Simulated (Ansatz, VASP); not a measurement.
**One calculation of CdSe, two programs**

File INCAR:

```
SYSTEM = CdSe
PREC = Accurate
ENCUT = 520
EDIFF = 1E-7
ISMEAR = -1
SIGMA = 0.05
LREAL = .FALSE.
LASPH = .TRUE.
NELM = 80
ALGO = Normal
ISIF = 2
LWAVE = .FALSE.
LCHARG = .FALSE.
GGA = PS
NBANDS = 16
```

KPOINTS

```
regular mesh
0
G
  8 8 8
  0 0 0
```

The input POSCAR:

```
CdSe
1.0
    0.0000000000      3.0702711986      3.0702711986
    3.0702711986      0.0000000000      3.0702711986
    3.0702711986      3.0702711986      0.0000000000
Cd Se
1 1
Direct
    0.0000000000      0.0000000000      0.0000000000
    0.2500000000      0.2500000000      0.2500000000
```

File input.yaml:

```yaml
crystal:
  lattice:
    - [0.0, 3.0702711986, 3.0702711986]
    - [3.0702711986, 0.0, 3.0702711986]
    - [3.0702711986, 3.0702711986, 0.0]
  atoms:
    - { symbol: Cd, position: [0.0, 0.0, 0.0] }
    - { symbol: Se, position: [0.25, 0.25, 0.25] }
hamiltonian:
  xc: pbesol
  pseudopotentials: { kind: paw }
kpoints:
  mp_grid: { grid: [8, 8, 8] }
  band_path:
    path:
      - [[0.0, 0.0, 0.0], [0.5, 0.0, 0.5], [0.5, 0.25, 0.75], [0.375, 0.375, 0.75], [0.0, 0.0, 0.0], [0.5, 0.5, 0.5], [0.625, 0.25, 0.625], [0.5, 0.25, 0.75], [0.5, 0.5, 0.5], [0.375, 0.375, 0.75]]
      - [[0.625, 0.25, 0.625], [0.5, 0.0, 0.5]]
    npoints: 14
scf:
  occupations: { method: fermi_dirac, width: 0.05 }
  n_extra_bands: 6
output:
  forces: true
  stress: true
  eigenvalues: true
  fatbands: false
```

Measurements of this composition are mostly on another form, of space group No. 186.

Alike in both runs: functional PBEsol; k mesh 8 × 8 × 8; occupations fermi-dirac, width 0.05 eV; no spin polarisation.

```csv
,VASP,Ansatz
version,VASP 6.6.1,Ansatz 0.2.0
potentials or method,"VASP PAW PBE potentials, release 64 (Cd, Se)",Ansatz PAW
plane-wave cutoff (eV),520,420
valence electrons in the cell,18,36
task,single point,band structure
```

```tsv
	VASP	Ansatz	Ansatz less VASP
gap on the k mesh at the Fermi level (eV)	0.43	0.43	-0.001
least direct gap on the mesh (eV)	0.43	0.43	-0.001
pressure (GPa)	-1.1	-1.4	-0.29
```

With one functional, cell and mesh, what is left measures potentials, basis and numerics. The two sets of potentials don't hold the same shells in valence.

Caveats: the PAW data sets were made with another functional, which shifts forces and pressure a little (VASP); the PAW data sets come from PBE, with cores solved anew for the run's functional, which leaves a small shift of forces and pressure (Ansatz). PBEsol gaps usually lie below the measured ones, often by a third to a half.
